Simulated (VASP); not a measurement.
# Ti2C (R-3m) in VASP: a series of runs, part 5 of 7

VASP 6.6.1. Earlier steps stand in the parts before.

**57. Equation of state, LDA, 13.59 Å³/atom**

Input file INCAR:

```
SYSTEM = Ti2C
  ADDGRID = .FALSE.
  ALGO = Normal
  EDIFF = 0.001
  ENCUT = 460
  ISIF = 2
  ISMEAR = -1
  LASPH = .TRUE.
  LCHARG = .FALSE.
  LREAL = .FALSE.
  LWAVE = .FALSE.
  NELM = 100
  PREC = Accurate
  SIGMA = 0.15
```

Input file KPOINTS:

```
k-points
0
G
  9 9 9
  0 0 0
```

Input file POSCAR:

```
Ti2C
1.0
    1.5559536106      0.8983302359      4.8614340401
   -1.5559536106      0.8983302359      4.8614340401
    0.0000000000     -1.7966604718      4.8614340401
Ti C
2 1
Direct
    0.7545021700      0.7545021700      0.7545021700
    0.2454978300      0.2454978300      0.2454978300
    0.5000000000      0.5000000000      0.5000000000
```

Potentials or basis: VASP PAW LDA potentials, release 64 (Ti_sv, C).

Started as:

```bash
> cat potpaw_LDA.64/Ti_sv/POTCAR potpaw_LDA.64/C/POTCAR > POTCAR
> mpirun -np 1 vasp_std > vasp.out
```

Wall time 50 s (1 thread of Intel Xeon Platinum 8488C (Sapphire Rapids), shared host); peak memory 0.2 GiB.

These settings aren't checked as converged: the numbers below hold their error.

Results:

```
Free energy            : -29.2773 eV
Pressure               : -13.8 GPa
Largest force          : 0.593 eV/Å
Band gap on the k mesh : none (metal or under the smearing width)
```

Caveat: the cutoff is under 1.25 times the usual one of these potentials, so pressure, stress and relaxed cells hold a basis-set (Pulay) error.

**58. Equation of state, LDA, 12.80 Å³/atom**

INCAR, as its differences from that of step 57:

```diff
@@ -3,3 +3,3 @@
   ALGO = Normal
-  EDIFF = 0.001
+  EDIFF = 1E-4
   ENCUT = 460
```

KPOINTS is that of step 57.

Input file POSCAR:

```
Ti2C
1.0
    1.5251345090      0.8805368193      4.7651425901
   -1.5251345090      0.8805368193      4.7651425901
    0.0000000000     -1.7610736387      4.7651425901
Ti C
2 1
Direct
    0.7545021700      0.7545021700      0.7545021700
    0.2454978300      0.2454978300      0.2454978300
    0.5000000000      0.5000000000      0.5000000000
```

Started as:

```bash
> cat potpaw_LDA.64/Ti_sv/POTCAR potpaw_LDA.64/C/POTCAR > POTCAR
> mpirun -np 1 vasp_std > vasp.out
```

It took 50 s on 1 thread of Intel Xeon Platinum 8488C (Sapphire Rapids), shared host; peak memory 0.19 GiB.

These settings aren't checked as converged: the numbers below hold their error.

Results:

- Free energy: -29.3983 eV
- Pressure: -3.6 GPa
- Largest force: 0.029 eV/Å
- Band gap on the k mesh: none (metal or under the smearing width)

Caveat: the cutoff is under 1.25 times the usual one of these potentials, so pressure, stress and relaxed cells hold a basis-set (Pulay) error.

**59. Equation of state, LDA, 13.59 Å³/atom**

INCAR is that of step 58.

KPOINTS is that of step 58.

Input file POSCAR:

```
Ti2C
1.0
    1.5559536106      0.8983302359      4.8614340401
   -1.5559536106      0.8983302359      4.8614340401
    0.0000000000     -1.7966604718      4.8614340401
Ti C
2 1
Direct
    0.7545021700      0.7545021700      0.7545021700
    0.2454978300      0.2454978300      0.2454978300
    0.5000000000      0.5000000000      0.5000000000
```

Started as:

```bash
> cat potpaw_LDA.64/Ti_sv/POTCAR potpaw_LDA.64/C/POTCAR > POTCAR
> mpirun -np 1 vasp_std > vasp.out
```

It took 60 s on 1 thread of Intel Xeon Platinum 8488C (Sapphire Rapids), shared host; peak memory 0.19 GiB.

The run converged, but some of its settings lie outside the range that counts as converged, so its numbers aren't taken as properties of the crystal.

Results:

| Item | Value |
| --- | --- |
| Free energy | -29.2773 eV |
| Pressure | -13.8 GPa |
| Largest force | 0.600 eV/Å |
| Band gap on the k mesh | none (metal or under the smearing width) |

Caveat: the cutoff is under 1.25 times the usual one of these potentials, so pressure, stress and relaxed cells hold a basis-set (Pulay) error.

**60. Equation of state, LDA, 12.80 Å³/atom**

INCAR, as its differences from that of step 59:

```diff
@@ -3,3 +3,3 @@
   ALGO = Normal
-  EDIFF = 1E-4
+  EDIFF = 1E-5
   ENCUT = 460
```

KPOINTS is that of step 59.

Input file POSCAR:

```
Ti2C
1.0
    1.5251345090      0.8805368193      4.7651425901
   -1.5251345090      0.8805368193      4.7651425901
    0.0000000000     -1.7610736387      4.7651425901
Ti C
2 1
Direct
    0.7545021700      0.7545021700      0.7545021700
    0.2454978300      0.2454978300      0.2454978300
    0.5000000000      0.5000000000      0.5000000000
```

Potentials or basis: VASP PAW LDA potentials, release 64 (Ti_sv, C).

Started as:

```bash
> cat potpaw_LDA.64/Ti_sv/POTCAR potpaw_LDA.64/C/POTCAR > POTCAR
> mpirun -np 1 vasp_std > vasp.out
```

Run time: 59 s. Hardware: 1 thread of Intel Xeon Platinum 8488C (Sapphire Rapids), shared host; peak memory 0.19 GiB.

These settings aren't checked as converged: the numbers below hold their error.

What came out:

| Item | Value |
| --- | --- |
| Free energy | -29.3983 eV |
| Pressure | -3.5 GPa |
| Largest force | 0.028 eV/Å |
| Band gap on the k mesh | none (metal or under the smearing width) |

Caveat: the cutoff is under 1.25 times the usual one of these potentials, so pressure, stress and relaxed cells hold a basis-set (Pulay) error.

**61. Equation of state, LDA, 13.59 Å³/atom**

INCAR is that of step 60.

KPOINTS is that of step 60.

Input file POSCAR:

```
Ti2C
1.0
    1.5559536106      0.8983302359      4.8614340401
   -1.5559536106      0.8983302359      4.8614340401
    0.0000000000     -1.7966604718      4.8614340401
Ti C
2 1
Direct
    0.7545021700      0.7545021700      0.7545021700
    0.2454978300      0.2454978300      0.2454978300
    0.5000000000      0.5000000000      0.5000000000
```

Started as:

```bash
> cat potpaw_LDA.64/Ti_sv/POTCAR potpaw_LDA.64/C/POTCAR > POTCAR
> mpirun -np 1 vasp_std > vasp.out
```

Run time: 56 s. Hardware: 1 thread of Intel Xeon Platinum 8488C (Sapphire Rapids), shared host; peak memory 0.19 GiB.

The run converged, but some of its settings lie outside the range that counts as converged, so its numbers aren't taken as properties of the crystal.

Results:

| Property | Result |
| --- | --- |
| Free energy | -29.2773 eV |
| Pressure | -13.6 GPa |
| Largest force | 0.599 eV/Å |
| Band gap on the k mesh | none (metal or under the smearing width) |

Caveat: the cutoff is under 1.25 times the usual one of these potentials, so pressure, stress and relaxed cells hold a basis-set (Pulay) error.

**62. Equation of state, LDA, 12.80 Å³/atom**

INCAR, as its differences from that of step 61:

```diff
@@ -1,5 +1,5 @@
 SYSTEM = Ti2C
-  ADDGRID = .FALSE.
+  ADDGRID = .TRUE.
   ALGO = Normal
-  EDIFF = 1E-5
+  EDIFF = 1E-6
   ENCUT = 460
```

KPOINTS is that of step 61.

Input file POSCAR:

```
Ti2C
1.0
    1.5251345090      0.8805368193      4.7651425901
   -1.5251345090      0.8805368193      4.7651425901
    0.0000000000     -1.7610736387      4.7651425901
Ti C
2 1
Direct
    0.7545021700      0.7545021700      0.7545021700
    0.2454978300      0.2454978300      0.2454978300
    0.5000000000      0.5000000000      0.5000000000
```

Started as:

```bash
> cat potpaw_LDA.64/Ti_sv/POTCAR potpaw_LDA.64/C/POTCAR > POTCAR
> mpirun -np 1 vasp_std > vasp.out
```

It took 100 s on 1 thread of Intel Xeon Platinum 8488C (Sapphire Rapids), shared host; peak memory 0.34 GiB.

These settings aren't checked as converged: the numbers below hold their error.

Results:

* Free energy: -29.3984 eV
* Pressure: -3.2 GPa
* Largest force: 0.026 eV/Å
* Band gap on the k mesh: none (metal or under the smearing width)

Caveat: the cutoff is under 1.25 times the usual one of these potentials, so pressure, stress and relaxed cells hold a basis-set (Pulay) error.

**63. Equation of state, LDA, 13.59 Å³/atom**

INCAR is that of step 62.

KPOINTS is that of step 62.

Input file POSCAR:

```
Ti2C
1.0
    1.5559536106      0.8983302359      4.8614340401
   -1.5559536106      0.8983302359      4.8614340401
    0.0000000000     -1.7966604718      4.8614340401
Ti C
2 1
Direct
    0.7545021700      0.7545021700      0.7545021700
    0.2454978300      0.2454978300      0.2454978300
    0.5000000000      0.5000000000      0.5000000000
```

Potentials or basis: VASP PAW LDA potentials, release 64 (Ti_sv, C).

Started as:

```bash
> cat potpaw_LDA.64/Ti_sv/POTCAR potpaw_LDA.64/C/POTCAR > POTCAR
> mpirun -np 1 vasp_std > vasp.out
```

It took 95 s on 1 thread of Intel Xeon Platinum 8488C (Sapphire Rapids), shared host; peak memory 0.33 GiB.

These settings aren't checked as converged: the numbers below hold their error.

What came out:

- Free energy: -29.2773 eV
- Pressure: -13.3 GPa
- Largest force: 0.601 eV/Å
- Band gap on the k mesh: none (metal or under the smearing width)

Caveat: the cutoff is under 1.25 times the usual one of these potentials, so pressure, stress and relaxed cells hold a basis-set (Pulay) error.

**64. Equation of state, LDA, 12.80 Å³/atom**

INCAR, as its differences from that of step 63:

```diff
@@ -1,3 +1,3 @@
 SYSTEM = Ti2C
-  ADDGRID = .TRUE.
+  ADDGRID = .FALSE.
   ALGO = Normal
@@ -7,3 +7,3 @@
   ISMEAR = -1
-  LASPH = .TRUE.
+  LASPH = .FALSE.
   LCHARG = .FALSE.
```

KPOINTS is that of step 63.

Input file POSCAR:

```
Ti2C
1.0
    1.5251345090      0.8805368193      4.7651425901
   -1.5251345090      0.8805368193      4.7651425901
    0.0000000000     -1.7610736387      4.7651425901
Ti C
2 1
Direct
    0.7545021700      0.7545021700      0.7545021700
    0.2454978300      0.2454978300      0.2454978300
    0.5000000000      0.5000000000      0.5000000000
```

Started as:

```bash
> cat potpaw_LDA.64/Ti_sv/POTCAR potpaw_LDA.64/C/POTCAR > POTCAR
> mpirun -np 1 vasp_std > vasp.out
```

It took 1.7 min on 1 thread of Intel Xeon Platinum 8488C (Sapphire Rapids), shared host; peak memory 0.19 GiB.

The run converged, but some of its settings lie outside the range that counts as converged, so its numbers aren't taken as properties of the crystal.

What came out:

```
Free energy            : -29.3983 eV
Pressure               : -3.2 GPa
Largest force          : 0.026 eV/Å
Band gap on the k mesh : none (metal or under the smearing width)
```

Caveat: the cutoff is under 1.25 times the usual one of these potentials, so pressure, stress and relaxed cells hold a basis-set (Pulay) error.

**65. Equation of state, LDA, 13.59 Å³/atom**

INCAR is that of step 64.

KPOINTS is that of step 64.

Input file POSCAR:

```
Ti2C
1.0
    1.5559536106      0.8983302359      4.8614340401
   -1.5559536106      0.8983302359      4.8614340401
    0.0000000000     -1.7966604718      4.8614340401
Ti C
2 1
Direct
    0.7545021700      0.7545021700      0.7545021700
    0.2454978300      0.2454978300      0.2454978300
    0.5000000000      0.5000000000      0.5000000000
```

Started as:

```bash
> cat potpaw_LDA.64/Ti_sv/POTCAR potpaw_LDA.64/C/POTCAR > POTCAR
> mpirun -np 1 vasp_std > vasp.out
```

Run time: 1.7 min. Hardware: 1 thread of Intel Xeon Platinum 8488C (Sapphire Rapids), shared host; peak memory 0.2 GiB.

These settings aren't checked as converged: the numbers below hold their error.

What came out:

- Free energy: -29.2773 eV
- Pressure: -13.3 GPa
- Largest force: 0.601 eV/Å
- Band gap on the k mesh: none (metal or under the smearing width)

Caveat: the cutoff is under 1.25 times the usual one of these potentials, so pressure, stress and relaxed cells hold a basis-set (Pulay) error.

**66. Equation of state, LDA, 12.80 Å³/atom**

Input file INCAR:

```
SYSTEM = Ti2C
  ADDGRID = .FALSE.
  ALGO = Normal
  EDIFF = 1E-4
  ENCUT = 460
  ISIF = 2
  ISMEAR = -1
  LASPH = .TRUE.
  LCHARG = .FALSE.
  LREAL = Auto
  LWAVE = .FALSE.
  NELM = 100
  PREC = Normal
  SIGMA = 0.15
```

KPOINTS is that of step 65.

Input file POSCAR:

```
Ti2C
1.0
    1.5251345090      0.8805368193      4.7651425901
   -1.5251345090      0.8805368193      4.7651425901
    0.0000000000     -1.7610736387      4.7651425901
Ti C
2 1
Direct
    0.7545021700      0.7545021700      0.7545021700
    0.2454978300      0.2454978300      0.2454978300
    0.5000000000      0.5000000000      0.5000000000
```

Potentials or basis: VASP PAW LDA potentials, release 64 (Ti_sv, C).

Started as:

```bash
> cat potpaw_LDA.64/Ti_sv/POTCAR potpaw_LDA.64/C/POTCAR > POTCAR
> mpirun -np 1 vasp_std > vasp.out
```

Wall time 88 s (1 thread of Intel Xeon Platinum 8488C (Sapphire Rapids), shared host); peak memory 0.16 GiB.

These settings aren't checked as converged: the numbers below hold their error.

What came out:

| Item | Value |
| --- | --- |
| Free energy | -29.3994 eV |
| Pressure | -3.6 GPa |
| Largest force | 0.023 eV/Å |
| Band gap on the k mesh | none (metal or under the smearing width) |

Caveat: the cutoff is under 1.25 times the usual one of these potentials, so pressure, stress and relaxed cells hold a basis-set (Pulay) error.

**67. Equation of state, LDA, 13.59 Å³/atom**

INCAR is that of step 66.

KPOINTS is that of step 66.

Input file POSCAR:

```
Ti2C
1.0
    1.5559536106      0.8983302359      4.8614340401
   -1.5559536106      0.8983302359      4.8614340401
    0.0000000000     -1.7966604718      4.8614340401
Ti C
2 1
Direct
    0.7545021700      0.7545021700      0.7545021700
    0.2454978300      0.2454978300      0.2454978300
    0.5000000000      0.5000000000      0.5000000000
```

Started as:

```bash
> cat potpaw_LDA.64/Ti_sv/POTCAR potpaw_LDA.64/C/POTCAR > POTCAR
> mpirun -np 1 vasp_std > vasp.out
```

It took 92 s on 1 thread of Intel Xeon Platinum 8488C (Sapphire Rapids), shared host; peak memory 0.16 GiB.

The run converged, but some of its settings lie outside the range that counts as converged, so its numbers aren't taken as properties of the crystal.

Results:

| Property | Result |
| --- | --- |
| Free energy | -29.2785 eV |
| Pressure | -13.8 GPa |
| Largest force | 0.598 eV/Å |
| Band gap on the k mesh | none (metal or under the smearing width) |

Caveat: the cutoff is under 1.25 times the usual one of these potentials, so pressure, stress and relaxed cells hold a basis-set (Pulay) error.

**68. Equation of state, LDA, 12.80 Å³/atom**

Input file INCAR:

```
SYSTEM = Ti2C
  ADDGRID = .FALSE.
  ALGO = Normal
  EDIFF = 1E-6
  ENCUT = 340
  ISIF = 2
  ISMEAR = -1
  LASPH = .TRUE.
  LCHARG = .FALSE.
  LREAL = .FALSE.
  LWAVE = .FALSE.
  NELM = 100
  PREC = Accurate
  SIGMA = 0.15
```

Input file KPOINTS:

```
k-points
0
G
  11 11 11
  0 0 0
```

Input file POSCAR:

```
Ti2C
1.0
    1.5251345090      0.8805368193      4.7651425901
   -1.5251345090      0.8805368193      4.7651425901
    0.0000000000     -1.7610736387      4.7651425901
Ti C
2 1
Direct
    0.7545021700      0.7545021700      0.7545021700
    0.2454978300      0.2454978300      0.2454978300
    0.5000000000      0.5000000000      0.5000000000
```

Started as:

```bash
> cat potpaw_LDA.64/Ti_sv/POTCAR potpaw_LDA.64/C/POTCAR > POTCAR
> mpirun -np 1 vasp_std > vasp.out
```

It took 1.7 min on 1 thread of Intel Xeon Platinum 8488C (Sapphire Rapids), shared host; peak memory 0.19 GiB.

The run converged, but a check on its numbers failed (symmetry, net force, bounds or a known fault of this set-up), so they aren't taken as properties of the crystal.

Caveat: the cutoff lies under the usual one of these potentials, so the numbers hold a large basis-set error.

**69. Equation of state, LDA, 13.59 Å³/atom**

INCAR is that of step 68.

KPOINTS is that of step 68.

Input file POSCAR:

```
Ti2C
1.0
    1.5559536106      0.8983302359      4.8614340401
   -1.5559536106      0.8983302359      4.8614340401
    0.0000000000     -1.7966604718      4.8614340401
Ti C
2 1
Direct
    0.7545021700      0.7545021700      0.7545021700
    0.2454978300      0.2454978300      0.2454978300
    0.5000000000      0.5000000000      0.5000000000
```

Potentials or basis: VASP PAW LDA potentials, release 64 (Ti_sv, C).

Started as:

```bash
> cat potpaw_LDA.64/Ti_sv/POTCAR potpaw_LDA.64/C/POTCAR > POTCAR
> mpirun -np 1 vasp_std > vasp.out
```

Wall time 80 s (1 thread of Intel Xeon Platinum 8488C (Sapphire Rapids), shared host); peak memory 0.19 GiB.

The run converged, but a check on its numbers failed (symmetry, net force, bounds or a known fault of this set-up), so they aren't taken as properties of the crystal.

Caveat: the cutoff lies under the usual one of these potentials, so the numbers hold a large basis-set error.

**70. Equation of state, LDA, 12.80 Å³/atom**

INCAR, as its differences from that of step 69:

```diff
@@ -4,3 +4,3 @@
   EDIFF = 1E-6
-  ENCUT = 340
+  ENCUT = 520
   ISIF = 2
```

Input file KPOINTS:

```
k-points
0
G
  9 9 9
  0 0 0
```

Input file POSCAR:

```
Ti2C
1.0
    1.5251345090      0.8805368193      4.7651425901
   -1.5251345090      0.8805368193      4.7651425901
    0.0000000000     -1.7610736387      4.7651425901
Ti C
2 1
Direct
    0.7545021700      0.7545021700      0.7545021700
    0.2454978300      0.2454978300      0.2454978300
    0.5000000000      0.5000000000      0.5000000000
```

Started as:

```bash
> cat potpaw_LDA.64/Ti_sv/POTCAR potpaw_LDA.64/C/POTCAR > POTCAR
> mpirun -np 1 vasp_std > vasp.out
```

Wall time 2.1 min (1 thread of Intel Xeon Platinum 8488C (Sapphire Rapids), shared host); peak memory 0.22 GiB.

These settings aren't checked as converged: the numbers below hold their error.

Results:

```
Free energy            : -29.3980 eV
Pressure               : -2.9 GPa
Largest force          : 0.025 eV/Å
Band gap on the k mesh : none (metal or under the smearing width)
```

**71. Equation of state, LDA, 13.59 Å³/atom**

INCAR is that of step 70.

KPOINTS is that of step 70.

Input file POSCAR:

```
Ti2C
1.0
    1.5559536106      0.8983302359      4.8614340401
   -1.5559536106      0.8983302359      4.8614340401
    0.0000000000     -1.7966604718      4.8614340401
Ti C
2 1
Direct
    0.7545021700      0.7545021700      0.7545021700
    0.2454978300      0.2454978300      0.2454978300
    0.5000000000      0.5000000000      0.5000000000
```

Started as:

```bash
> cat potpaw_LDA.64/Ti_sv/POTCAR potpaw_LDA.64/C/POTCAR > POTCAR
> mpirun -np 1 vasp_std > vasp.out
```

Run time: 2.1 min. Hardware: 1 thread of Intel Xeon Platinum 8488C (Sapphire Rapids), shared host; peak memory 0.22 GiB.

The run converged, but some of its settings lie outside the range that counts as converged, so its numbers aren't taken as properties of the crystal.

What came out:

```yaml
Free_energy: -29.2765 eV
Pressure: -13.1 GPa
Largest_force: 0.602 eV/Å
Band_gap_on_the_k_mesh: none (metal or under the smearing width)
```

**72. Equation of state, LDA, 12.80 Å³/atom**

INCAR, as its differences from that of step 71:

```diff
@@ -4,3 +4,3 @@
   EDIFF = 1E-6
-  ENCUT = 520
+  ENCUT = 280
   ISIF = 2
```

Input file KPOINTS:

```
k-points
0
G
  13 13 13
  0 0 0
```

Input file POSCAR:

```
Ti2C
1.0
    1.5251345090      0.8805368193      4.7651425901
   -1.5251345090      0.8805368193      4.7651425901
    0.0000000000     -1.7610736387      4.7651425901
Ti C
2 1
Direct
    0.7545021700      0.7545021700      0.7545021700
    0.2454978300      0.2454978300      0.2454978300
    0.5000000000      0.5000000000      0.5000000000
```

Potentials or basis: VASP PAW LDA potentials, release 64 (Ti_sv, C).

Started as:

```bash
> cat potpaw_LDA.64/Ti_sv/POTCAR potpaw_LDA.64/C/POTCAR > POTCAR
> mpirun -np 1 vasp_std > vasp.out
```

Wall time 85 s (1 thread of Intel Xeon Platinum 8488C (Sapphire Rapids), shared host); peak memory 0.18 GiB.

The run converged, but a check on its numbers failed (symmetry, net force, bounds or a known fault of this set-up), so they aren't taken as properties of the crystal.

Caveat: the cutoff lies under the usual one of these potentials, so the numbers hold a large basis-set error.

(Part 5 of 7 ends here.)
